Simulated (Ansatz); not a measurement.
Cr:

```xyz
2
Lattice="2.7140 0.0000 0.0000 -1.3570 2.3504 0.0000 0.0000 0.0000 4.4100" Properties=species:S:1:pos:R:3 pbc="T T T"
Cr    1.3570    0.7835    3.3075
Cr    0.0000    1.5669    1.1025
```

This isn't the form of Cr at room conditions, which is bcc.

Base run:

```yaml
Program: Ansatz 0.2.0
Functional: PBEsol
Potentials_or_basis: Ansatz PAW
Cutoff: "420 eV (not typed: the program's choice for these potentials)"
k_mesh: 11 × 11 × 6
Occupations: fermi-dirac, width 0.05 eV
Spin: collinear spin, antiferromagnetic start
Starting_moments: "[3.0, -3.0] μB"
```

Its results: band gap on the k mesh none (metal or under the smearing width); pressure -32.1 GPa.

**Question.** The run is repeated on the same cell with these changes: spin from collinear spin, antiferromagnetic start to no spin polarisation. What comes out?

**Answer.** Band gap on the k mesh none (metal or under the smearing width); pressure -34.1 GPa.

Caveats: a pressure of tens of GPa on the cell as given is suspect, and the run, the potentials or the cell itself is likely at fault; the PAW data sets come from PBE, with cores solved anew for the run's functional, which leaves a small shift of forces and pressure; the starting moments weren't kept (some runs).
